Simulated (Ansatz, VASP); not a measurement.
## W: VASP beside Ansatz

```xyz
1
Lattice="-1.5823 1.5823 1.5823 1.5823 -1.5823 1.5823 1.5823 1.5823 -1.5823" Properties=species:S:1:pos:R:3 pbc="T T T"
W     0.0000    0.0000    0.0000
```

Alike in both runs: task single point; functional PBE; k mesh 12 × 12 × 12; occupations gaussian, width 0.012 eV; no spin polarisation.

|  | VASP | Ansatz |
| --- | --- | --- |
| version | VASP 6.6.1 | Ansatz 0.2.0 |
| potentials or method | VASP PAW PBE potentials, release 64 (W_sv), cutoff 520 eV | all-electron LAPW, scalar-relativistic |

|  | VASP | Ansatz | Ansatz less VASP |
| --- | --- | --- | --- |
| gap on the k mesh at the Fermi level (eV) | none | none | - |
| pressure (GPa) | 6.7 | 6.1 | -0.61 |

A gap of «none» marks a metal or a gap that the smearing closes. Ansatz ran all-electron here, so the differences hold the error of VASP's frozen core and of both bases.

Spin-orbit coupling is left out, which matters for the levels of W.
